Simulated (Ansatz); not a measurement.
This Bi structure is the end of a relaxation. The cell was found from a structure generator's guess, not taken from experiment.

Method: DFT PBE, scalar-relativistic, plane waves, PAW in Ansatz 0.2.0. Cutoff 420 eV, Γ-centred mesh, Gaussian smearing, no spin polarisation.

```
Bi
1.0
    -2.11865    2.11865    1.77809
     2.11865   -2.11865    1.77809
     2.11865    2.11865   -1.77809
Bi
1
Direct
  0.00000 0.00000 0.00000
```

Energies count from the standard state of Bi at the same level.

Problem. Find its symmetry and describe it.

Solution. I4/mmm (No. 139). Conventional cell: a = 4.237 Å, c = 3.556 Å. Bi is surrounded by 10 Bi at 3.48–3.56 Å and 4 Bi at 4.24 Å.

Problem. How far does it lie from the standard state of Bi?

Solution. +0.14 eV/atom. So it is a metastable form at best.

Problem. Is it a metal?

Solution. Yes, bands cross the Fermi level on the 20×20×20 mesh.

The last run used a 20×20×20 mesh for its 1-atom cell and Gaussian smearing of 0.10 eV. These runs have no spin–orbit coupling, which can matter for Bi. A structure relaxed within its symmetry needn't be a true minimum.
